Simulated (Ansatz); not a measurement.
**CdTe (F-43m): comparison of functionals at one structure in Python**

A script is to give a comparison of functionals at one structure; the system is CdTe (F-43m).

The COD entry's cell or inner coordinates are ideal or old and differ from later refinements, so a difference from it is no clean test against experiment.

Program: Ansatz 0.2.0 through its Python package. The levels of theory stand in the script. These are calculated values, not measurements.

### Step 1. The structure

It takes space group F-43m (No. 216, cubic). The conventional cell has a = 6.410 Å, b = 6.410 Å, c = 6.410 Å, α = 90.00°, β = 90.00°, γ = 90.00°. Cd (site symmetry -43m) is surrounded by 4 Te at 2.78 Å. Te (site symmetry -43m) has 4 Cd at 2.78 Å as nearest neighbours.

No structure file is read: the coordinates are typed or built in the script.

### Step 2. Script

cdte.py

```python
"""One structure of CdTe under several functionals."""

import warnings

import ansatz as az

warnings.simplefilter("ignore", az.DeckWarning)

crystal = (
    az.Lattice.from_parameters(4.532554, 4.532554, 4.532554, alpha=60.0, beta=60.0, gamma=60.0)
    .atom("Cd", [0.0, 0.0, 0.0])
    .atom("Te", [0.25, 0.25, 0.25])
)

job = (
    crystal.calculation()
    .basis(550)
    .kpoints(6, 6, 6)
    .occupations("Fixed")
    .forces()
    .stress()
)

rows = []
for value in ["revpbe", "pbesol", "r2scan", "lda", "pbe"]:
    data = job.functional(value).run().report
    rows.append((value, data["free_energy_ev"] / len(data["lattice"]["sites"]), data["n_iterations"], sum(data["stress_gpa"][i][i] for i in range(3)) / 3, max(abs(f) for row in data["forces_ev_ang"] for f in row), data["n_kpoints"]))

print("  functional   F/atom (eV)    iterations       P (GPa)  max component (eV/A)      k-points")
for row in rows:
    print(f"{str(row[0]):>12s}  {row[1]:12.5f}  {row[2]:12d}  {row[3]:12.3f}  {row[4]:20.4f}  {row[5]:12d}")
```

### Step 3. The run

Launch:

```bash
$ python cdte.py
```

Log:

```text
  functional   F/atom (eV)    iterations       P (GPa)  max component (eV/A)      k-points
      revpbe   -7623.72735             6         5.528                0.0000            16
      pbesol   -7543.16348             6         1.683                0.0000            16
      r2scan   -7632.04677             6         3.246                0.0000            16
         lda   -7472.90323             6        -0.011                0.0000            16
         pbe   -7617.62817             6         4.255                0.0000            16
```

Run time: 17 s. Hardware: 1 thread of Arm Neoverse V2, shared host; peak memory 0.59 GiB.

### Step 4. The engine's runs

One row for each of the 5 runs:

| run | functional | energy (eV/atom) | pressure (GPa) | gap on the mesh (eV) | SCF cycles | CPU time (s) |
| --- | --- | --- | --- | --- | --- | --- |
| 1 | revpbe | -7623.7274 | 5.53 | 0.98 | 6 | 2.8 |
| 2 | pbesol | -7543.1635 | 1.68 | 0.76 | 6 | 2.5 |
| 3 | r2scan | -7632.0468 | 3.25 | 1.39 | 6 | 5.5 |
| 4 | lda | -7472.9032 | -0.01 | 0.61 | 6 | 2.4 |
| 5 | pbe | -7617.6282 | 4.25 | 0.87 | 6 | 2.6 |

Totals under unlike functionals or potentials can't be compared directly.

### Step 5. Outcome

```
             quantity                           value
        runs compared                               5
pressure at this cell   0.0 (lda) to 5.5 GPa (revpbe)
      gap on the mesh  0.61 (lda) to 1.39 eV (r2scan)
```

What this shows: From lowest to highest: LDA (0.0 GPa), PBEsol (1.7 GPa), r2SCAN (3.2 GPa), PBE (4.3 GPa) and revPBE (5.5 GPa). At a fixed cell a lower pressure usually means a smaller equilibrium volume, so LDA prefers the smallest cell and revPBE the largest. Gaps by band count in the reports: revPBE 0.98 eV, PBEsol 0.76 eV, r2SCAN 1.39 eV, LDA 0.61 eV and PBE 0.87 eV. Forces vanish by symmetry here and test nothing. Of the deposited cell: the entry's cell lengths or inner coordinates differ somewhat from later room-temperature determinations. Pressure is positive in compression. Total energies of different functionals can't be compared; pressures, moments and gaps at this one structure can.
